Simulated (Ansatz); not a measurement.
Zinc-blende AlSb was calculated with PBEsol in Ansatz (PAW).

Run with plane-wave cutoff 520 eV, 10×10×10 k mesh, Fermi–Dirac smearing 0.01 eV, scalar-relativistic PAW data made under PBE.

Cell (relaxed at this level):

```yaml
crystal:
  lattice:
    - [0.00000, 3.07860, 3.07860]
    - [3.07860, 0.00000, 3.07860]
    - [3.07860, 3.07860, 0.00000]
  atoms:
    - { symbol: Al, position: [0.00000, 0.00000, 0.00000] }
    - { symbol: Sb, position: [0.25000, 0.25000, 0.25000] }
```

Task: Give the computed smallest direct gap on the k points sampled, width of the whole s-p valence band, band gap and pressure derivative B′ of the bulk modulus.

Result: 
- smallest direct gap on the k points sampled = 1.47 eV
- width of the whole s-p valence band = 10.70 eV
- band gap = 1.14 eV
- pressure derivative B′ of the bulk modulus = 4.4

Measured, for comparison: band gap 1.73 eV (zero-point renormalisation of 35 meV (experimental, the table's column) added back here, indirect; inputs from Miglio et al. (2020), arXiv:2011.12765).

Spin–orbit coupling is not included; with these elements it can move the gap by several tenths of an eV or more.

Static lattice: no zero-point or thermal effects.

Computing time: very roughly 40 core-seconds.

Ansatz is a quantum-chemistry and plane-wave program.
